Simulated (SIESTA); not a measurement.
Bi under changes of volume

One of the cells (34.286 Å³/atom); the others are scaled copies at fixed shape and fractional positions:

```xyz
2
Lattice="3.2598 0.0000 0.0000 0.0000 3.2430 0.0000 -0.0810 0.0000 6.4866" Properties=species:S:1:pos:R:3 pbc="T T T"
Bi    1.7134    0.0000    4.8622
Bi    1.4654    0.0000    1.6244
```

This isn't the form of Bi at room conditions, which is rhombohedral.

| Property | Result |
| --- | --- |
| Program | SIESTA 5.4.2 |
| Functional | PBEsol |
| Potentials or basis | PseudoDojo 0.4 standard (PBEsol files) |
| Basis | DZP (energy shift 0.003 Ry; two zetas on semicore shells) |
| Grid cutoff | 500 Ry |
| Energy shift | 0.003 Ry |
| k mesh | 8 × 8 × 4 |
| Occupations | fermi-dirac, width 0.05 eV |
| Spin | no spin polarisation |

| volume (Å³/atom) | energy over the lowest point (meV/atom) | pressure (GPa) | largest force (eV/Å) |
| --- | --- | --- | --- |
| 31.597 | 19.07 | 3.7 | 0.041 |
| 32.270 | 6.76 | 2.2 | 0.035 |
| 32.942 | 0.00 | 1.0 | 0.031 |
| 34.286 | ? | ? | ? |
| 34.959 | 6.75 | -1.9 | 0.020 |
| 35.631 | 16.38 | -2.7 | 0.015 |

Question: What does the run at 34.286 Å³/atom give?

Answer: Energy over the lowest point 0.44 meV/atom; pressure -1.0 GPa; largest force 0.021 eV/Å.

Worked out: A Birch-Murnaghan fit of order 3 (a polynomial in V^(-2/3)) to the other rows has its minimum at 33.56 Å³/atom with B0 = V·E''(V) = 52 GPa and B' = 5.1 at fixed shape and positions, which overstates the stiffness. It gives 0.51 meV/atom at 34.286 Å³/atom, against the run's 0.44, and -dE/dV = -1.0 GPa, against -1.0.

Energies are extrapolated to zero smearing.

Caveats: the basis of atomic orbitals isn't converged, which shifts pressures, moduli and gaps.
